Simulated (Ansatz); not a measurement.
Input of an Ansatz 0.2.0 run:

input.yaml

```yaml
crystal:
  lattice:
    - [3.4800006906, 0.0, 0.0]
    - [-1.7400003453, 3.0137690032, 0.0]
    - [0.0, 0.0, 23.385]
  atoms:
    - { symbol: Pb, position: [0.6666666667, 0.3333333334, 0.3207184092] }
    - { symbol: Pb, position: [0.3333333333, 0.6666666666, 0.4402394697] }
    - { symbol: Pb, position: [0.6666666667, 0.3333333334, 0.5597605303] }
    - { symbol: Pb, position: [0.3333333333, 0.6666666666, 0.6792815908] }
hamiltonian:
  xc: pbe
  pseudopotentials: { kind: paw, source: jth }
kpoints:
  mp_grid: { grid: [9, 9, 1] }
  band_path:
    path:
      - [0.0, 0.0, 0.0]
      - [0.5, 0.0, 0.0]
      - [0.3333333333, 0.3333333333, 0.0]
      - [0.0, 0.0, 0.0]
    npoints: 14
scf:
  occupations: { method: fermi_dirac, width: 0.05 }
  n_extra_bands: 10
output:
  forces: true
  eigenvalues: true
  fatbands: false
  write_density: true
  write_potential: true
  elf: true
  volumetric_format: npy
efield:
  axis: 3
  dipole_correction: true
  ramp_width: 0.04
```

Potentials or basis: JTH PAW.

Launch:

```bash
$ ansatz run input.yaml --threads 4 --pin off --max-ram 11264MiB --backend cpu --events-out ev --progress --plain --runs-dir out
```

(1) Estimate the work function of the lower face.

(2) Predict the largest force.

(3) Predict the work function of the upper face.

Results:

(1) 3.80 eV.

(2) 0.409 eV/Å.

(3) 3.80 eV.

Caveat: spin-orbit coupling is left out, which moves the levels of the heavy elements.
